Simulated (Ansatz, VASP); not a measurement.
# Two plane-wave programs on Bi

```xyz
3
Lattice="5.6416 0.0000 0.0000 -2.8208 4.8858 0.0000 0.0000 0.0000 3.2738" Properties=species:S:1:pos:R:3 pbc="T T T"
Bi    0.0000    0.0000    0.0000
Bi    0.0000    3.2572    1.6369
Bi    2.8208    1.6286    1.6369
```

Alike in both runs: task relaxation of cell and atoms; functional PBEsol; k mesh 6 × 6 × 6; occupations gaussian, width 0.1 eV; no spin polarisation.

|  | VASP | Ansatz |
| --- | --- | --- |
| version | VASP 6.6.1 | Ansatz 0.2.0 |
| potentials or method | VASP PAW PBE potentials, release 64 (Bi_d) | scalar-relativistic, plane waves, PAW |
| plane-wave cutoff (eV) | 600 | 420 |
| valence electrons in the cell | 45 | 45 |

|  | VASP | Ansatz | Ansatz less VASP |
| --- | --- | --- | --- |
| gap on the k mesh at the Fermi level, each at its own relaxed structure (eV) | none | none | - |
| relaxed volume (Å³/atom) | 30.26 | 30.36 | +0.101 |
| relaxed cell length with the largest relative difference (Å) | 5.655 | 5.664 | +0.0089 |

A gap of «none» marks a metal or a gap that the smearing closes.

Caveats: the PAW data sets were made with another functional, which shifts forces and pressure a little (VASP); spin-orbit coupling is left out, which moves the levels of the heavy elements.
